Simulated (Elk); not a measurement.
The cell is the one relaxed in the Materials Project (mp-23231), not relaxed further here; entries there can be hypothetical.

A run on AgBr: DFT, PBE, all-electron APW+lo, Dirac cores, scalar-relativistic bands (Elk 11.2.3 with local patches). The input:

```
tasks
  0
  110
  115

xctype
  20

rgkmax
  8.0

gmaxvr
  16.0

lmaxapw
  10

lmaxo
  7

lmaxi
  1

nrmtscf
  2.0

nempty
  8

epspot
  1e-06

epsengy
  1e-05

maxscl
  120

hmaxvr
  6.0

lradstp
  4

swidth
  0.001

tforce
  .true.

sppath
  './'

avec
  0.00000000000 5.46540822188 5.46540822188
  5.46540822188 0.00000000000 5.46540822188
  5.46540822188 5.46540822188 0.00000000000

atoms
  2
  'Ag.in'
  1
  0.000000000000 0.000000000000 0.000000000000   0.000 0.000 0.000
  'Br.in'
  1
  0.500000000000 0.500000000000 0.500000000000   0.000 0.000 0.000

ngridk
  8 8 8
```

Sphere radii set in the species files: Ag 2.60, Br 2.40 bohr.

Total energy and RMS change of the potential by loop (first and last loops):

```tsv
loop	E (Ha)	RMS ΔV (Ha)
1	-7924.436645	–
2	-7924.534268	1.35e-01
3	-7929.567975	1.33e-01
4	-7927.031573	6.09e-02
5	-7925.024258	1.98e-02
10	-7923.976392	3.58e-05
11	-7923.976481	1.14e-05
12	-7923.976030	1.59e-06
13	-7923.975939	6.87e-07
14	-7923.975930	2.77e-07
15	-7923.975946	5.52e-08
16	-7923.975945	2.28e-08
17	-7923.975944	–
```

Messages:

```
Error(writeefg): lmaxi too small for calculating the EFG : 1
 Run the ground-state calculation again with lmaxi >= 2
```

Is the run sound, and if not, why?

In part. The ground state converged and stands; the field-gradient step (task 115) then stopped, since the gradient needs l = 2 in the inner part of the spheres and lmaxi = 1 leaves it out. lmaxi of 2 or more cures it.
